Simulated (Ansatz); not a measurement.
Calculated with Ansatz (gas phase, PBE0-D4/def2-TZVP geometries, no zero-point term in ΔE). CCSD(T)/CBS adds triple-zeta CCSD(T) − MP2 to the extrapolated MP2 energy (def2 sets, frozen cores). This one scheme is used for every species. DFT in def2-TZVPP. Open shells (•) are unrestricted, without spin–orbit coupling. Each species was taken in one conformer, which may not be the lowest.

`N[Si](F)(Cl)Cl` + `F[C](F)F`• → `[NH][Si](F)(Cl)Cl`• + trifluoromethane  (hydrogen abstraction from the N–H bond)

`N[Si](F)(Cl)Cl`:

Cartesian coordinates in Å:
```
N -1.067 -0.028 0.224
Si 0.567 0.043 -0.145
F 0.954 1.124 -1.237
Cl 1.609 0.549 1.519
Cl 1.160 -1.740 -0.905
H -1.501 0.602 0.876
H -1.722 -0.549 -0.332
```

`F[C](F)F`•:

```xyz
4

F    -0.595    0.172    1.093
C    -0.188    0.167   -0.155
F    -0.223   -1.041   -0.666
F     1.006    0.702   -0.271
```

`[NH][Si](F)(Cl)Cl`•:

Cartesian coordinates in Å:
```
N -0.924 -0.508 0.908
Si 0.157 0.185 -0.240
F 1.508 -0.615 -0.448
Cl -0.792 0.249 -2.021
Cl 0.635 2.034 0.416
H -0.585 -1.345 1.385
```

`FC(F)F`:

Z-matrix (Å, degrees):
```
C
F 1 1.331
F 1 1.331 2 108.5
F 1 1.331 2 108.5 3 -117.7
H 1 1.093 2 110.4 3 121.1
```

CCSD(T)/CBS gives +8.8 kcal/mol.

Another level gave +14.9 kcal/mol. Which?
A. ωB97X-V/def2-TZVPP
B. CCSD(T)/def2-TZVPP
C. PBE-D4/def2-TZVPP
D. LDA (SPW92)/def2-TZVPP

D. LDA (SPW92) 14.9, PBE-D4 10.5, ωB97X-V 9.1, CCSD(T)/def2-TZVPP 7.7 kcal/mol.

Largest T1 diagnostic among the species: 0.014.

In def2-TZVPP, CCSD(T) changes the Hartree–Fock value by +4.7 kcal/mol (the triples alone add +0.6 kcal/mol) and MP2 by +8.7 kcal/mol. Leaving LDA and LC-ωPBE aside and taking each functional with its dispersion term where it has one, the values, not all of them listed here, spread over 4.0 kcal/mol, from B97M-V to PBE-D4. LDA lies +4.6 kcal/mol from PBE without D4.

CCSD(T)/CBS has its own doubt, a few kJ/mol and more with outer-core shells, so smaller differences from it don't rank the levels.
